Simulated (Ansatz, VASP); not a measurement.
One calculation of SiGe, two programs

File INCAR:

```
SYSTEM = SiGe
PREC = Accurate
ENCUT = 520
EDIFF = 1E-6
ISMEAR = 0
SIGMA = 0.03
LREAL = .False.
LASPH = .True.
NELM = 100
ALGO = Normal
ISIF = 2
LWAVE = .False.
LCHARG = .False.
GGA = PS
NBANDS = 26
```

The input KPOINTS:

```
Automatic mesh
0
Gamma
  12 12 6
  0 0 0
```

POSCAR

```
SiGe
1.0
    3.9044512986      0.0000000000      0.0000000000
   -1.9522256493      3.3813540124      0.0000000000
    0.0000000000      0.0000000000      6.4507830000
Si Ge
2 2
Direct
    0.6666666667      0.3333333333      0.8746070000
    0.3333333333      0.6666666667      0.3746070000
    0.6666666667      0.3333333333      0.5003920000
    0.3333333333      0.6666666667      0.0003920000
```

Input for Ansatz:

```yaml
crystal:
  lattice:
    - [3.9044512986, 0.0, 0.0]
    - [-1.9522256493, 3.3813540124, 0.0]
    - [0.0, 0.0, 6.450783]
  atoms:
    - { symbol: Si, position: [0.6666666667, 0.3333333333, 0.874607] }
    - { symbol: Si, position: [0.3333333333, 0.6666666667, 0.374607] }
    - { symbol: Ge, position: [0.6666666667, 0.3333333333, 0.500392] }
    - { symbol: Ge, position: [0.3333333333, 0.6666666667, 0.000392] }
basis:
  ecutwfc: 420
kpoints:
  mp_grid: { grid: [12, 12, 6] }
hamiltonian:
  xc: pbesol
scf:
  occupations: { method: gaussian, width: 0.03 }
output:
  forces: true
  stress: true
  eigenvalues: true
```

The cell comes from a database or a generator and needn't be the stable form of this composition.

Alike in both runs: task single point; functional PBEsol; k mesh 12 × 12 × 6; occupations gaussian, width 0.03 eV; no spin polarisation.

|  | VASP | Ansatz |
| --- | --- | --- |
| version | VASP 6.6.1 | Ansatz 0.2.0 |
| potentials or method | VASP PAW PBE potentials, release 64 (Si, Ge_d) | scalar-relativistic, plane waves, PAW |
| plane-wave cutoff (eV) | 520 | 420 |
| valence electrons in the cell | 36 | 36 |

```tsv
	VASP	Ansatz	Ansatz less VASP
gap on the k mesh at the Fermi level (eV)	0.35	0.35	-0.001
least direct gap on the mesh (eV)	0.40	0.40	-0.005
pressure (GPa)	-0.3	-0.2	+0.02
rms of the force components (eV/Å)	0.006	0.006	+0.0002
```

Atom by atom the forces differ by 0.000 eV/Å (rms over components).

Caveats: the PAW data sets were made with another functional, which shifts forces and pressure a little (VASP).
